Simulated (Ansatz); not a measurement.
Relaxing Rb in the fcc type

First guess:

```yaml
crystal:
  lattice:
    - [0.00000, 2.55533, 2.55533]
    - [2.55533, 0.00000, 2.55533]
    - [2.55533, 2.55533, 0.00000]
  atoms:
    - { symbol: Rb, position: [0.00000, 0.00000, 0.00000] }
```

Level of theory: DFT, PBE, PAW with Ansatz's default frozen-core files, scalar-relativistic in Ansatz 0.2.0.

Cell and atoms relax within the symmetry of the start on a 11×11×11 k mesh with 0.03 eV Fermi–Dirac smearing.

The start is built from a prototype, known or not as a phase of this compound; the cutoff is 420 eV.

What is the pressure of the first guess?

13.69 GPa.

What does it relax to?

a = 7.152 Å, b = 7.152 Å, c = 7.152 Å, α = 90.00°, β = 90.00°, γ = 90.00° (conventional cell), 91.44 Å³ per atom:
```xyz
1
Lattice="0.0000 3.5758 3.5758 3.5758 0.0000 3.5758 3.5758 3.5758 0.0000" Properties=species:S:1:pos:R:3 pbc="T T T"
Rb    0.0000    0.0000    0.0000
```

How much energy does the relaxation release?

1297 meV/atom.
